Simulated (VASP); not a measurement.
Crystal: CuO.

```
Cu O
1.0
     2.83633    0.00000    0.00000
    -1.41816    2.45633    0.00000
     0.00000    0.00000    2.76811
Cu O
1 1
Direct
  0.00000 0.00000 0.00000
  0.66667 0.33333 0.50000
```

Measurements of this composition are mostly on another form, of space group No. 15.

```yaml
Program: VASP 6.6.1
Task: relaxation of cell and atoms
Functional: PBE
Potentials_or_basis: VASP PAW PBE potentials, release 64 (Cu, O_s)
Cutoff: 480 eV
k_mesh: 11 × 11 × 10
Occupations: fermi-dirac, width 0.05 eV
Spin: no spin polarisation
```

At the start: pressure -0.4 GPa; volume 9.64 Å³/atom.

Problem. Where does the relaxation end?

Solution. Over 5 steps the energy falls by 9.4 meV/atom and the volume is 9.69 Å³/atom (+0.5 %); space group P-6m2 (No. 187, to 0.05 Å).

Step by step:
| step | energy change (eV) | largest force (eV/Å) | pressure (GPa) | volume (Å³) |
| --- | --- | --- | --- | --- |
| 1 | 0.0000 | 0.0000 | -0.44 | 19.29 |
| 2 | -0.0162 | 0.0000 | 1.10 | 19.21 |
| 3 | -0.0176 | 0.0000 | 1.74 | 19.17 |
| 4 | -0.0185 | 0.0000 | -0.84 | 19.48 |
| 5 | -0.0188 | 0.0000 | -0.03 | 19.38 |

Final structure:
```xyz
2
Lattice="2.8837 0.0000 0.0000 -1.4419 2.4974 0.0000 0.0000 0.0000 2.6908" Properties=species:S:1:pos:R:3 pbc="T T T"
Cu    0.0000    0.0000    2.6908
O     1.4419    0.8325    1.3454
```

Caveat: an odd number of electrons without spin polarisation forces a metal; a magnetic or distorted state may lie lower; the run has no spin polarisation, though such a crystal can be magnetic.
